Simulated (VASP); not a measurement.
# N: electric field gradients with revPBE+D2

N:

```
N
1.0
     4.08406    0.00000    0.00000
     0.00000    4.08406    0.00000
     0.00000    0.00000    5.34591
N
4
Direct
  0.40428 0.59572 0.50000
  0.09572 0.09572 0.00000
  0.59572 0.40428 0.50000
  0.90428 0.90428 0.00000
```

```yaml
Program: VASP 6.6.1
Task: electric field gradients
Functional: revPBE
Dispersion: D2
Potentials_or_basis: VASP PAW PBE potentials, release 64 (N_s)
Cutoff: 400 eV
k_mesh: 7 × 7 × 5
Occupations: fermi-dirac, width 0.02 eV
Spin: no spin polarisation
Further_INCAR_settings: ALGO = Fast; EDIFF = 1e-08
```

```
Pressure                   : 10.6 GPa
Largest force              : 8.104 eV/Å
Band gap on the k mesh     : 6.59 eV, indirect (least direct gap 6.77 eV)
Dispersion energy per atom : -0.067 eV
```

Forces in eV/Å, atoms in the order of the input:
```
N   -5.730  5.730  0.000
N    5.730  5.730  0.000
N    5.730 -5.730  0.000
N   -5.730 -5.730  0.000
```

Stress tensor (GPa, compression positive):
```
15.91  0.00  0.00
 0.00 15.91  0.00
 0.00  0.00 -0.11
```

Levels at points of the mesh, in eV from the valence-band top:
```csv
k point,band 6,band 7,band 8,band 9,band 10,band 11,band 12,band 13,band 14
"(0.00, 0.00, 0.00)",-1.80,-1.80,-1.71,-0.98,-0.18,6.59,7.39,7.74,7.74
```

Electric field gradients, principal values (V/Å²):
```
atom     Vxx     Vyy       Vzz
 1 N  55.366  55.446  -110.812
 2 N  55.366  55.446  -110.812
 3 N  55.366  55.446  -110.812
 4 N  55.366  55.446  -110.812
```

It took 13 s on 1 thread of Intel(R) Xeon(R) 6975P-C (Granite Rapids) (shared host), peak memory 0.16 GiB.

Caveat: the standard files for N, O and F lose accuracy on very short bonds; the PAW data sets were made with another functional, which shifts forces and pressure a little; an odd mesh through Γ misses points on the zone boundary, where band edges often lie.
